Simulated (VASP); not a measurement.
Runs of VASP 6.6.1 on Ge. The structure is hexagonal, space group P6_3/mmc (No. 194). Conventional cell: a = 3.986 Å, b = 3.986 Å, c = 6.577 Å, α = 90.00°, β = 90.00°, γ = 120.00°. Around Ge (site symmetry 3m) lie 4 Ge at 2.44 to 2.46 Å. This isn't the form of Ge at room conditions, which is diamond.

```tsv
level	potentials or basis	pressure (GPa)	moment (μB)	largest force (eV/Å)
r2SCAN	VASP PAW PBE potentials, release 64 (Ge_d)	0.7	0.00	(a)
TB-mBJ	VASP PAW PBE potentials, release 64 (Ge_d)	-	0.00	-
PBEsol	VASP PAW PBE potentials, release 64 (Ge_d)	0.5	0.00	0.01
LDA	VASP PAW LDA potentials, release 64 (Ge_d)	(b)	0.00	-
```

Alike in all rows: task single point; spin non-collinear, zero start, SOC; cell as given; k mesh 10 × 10 × 6; cutoff (eV) 520; smearing gaussian 0.02 eV.

Q: Estimate the missing entries.

A: (a) 0.02; (b) -1.2.

Caveats: the PAW data sets were made with another functional, which shifts forces and pressure a little (some runs).
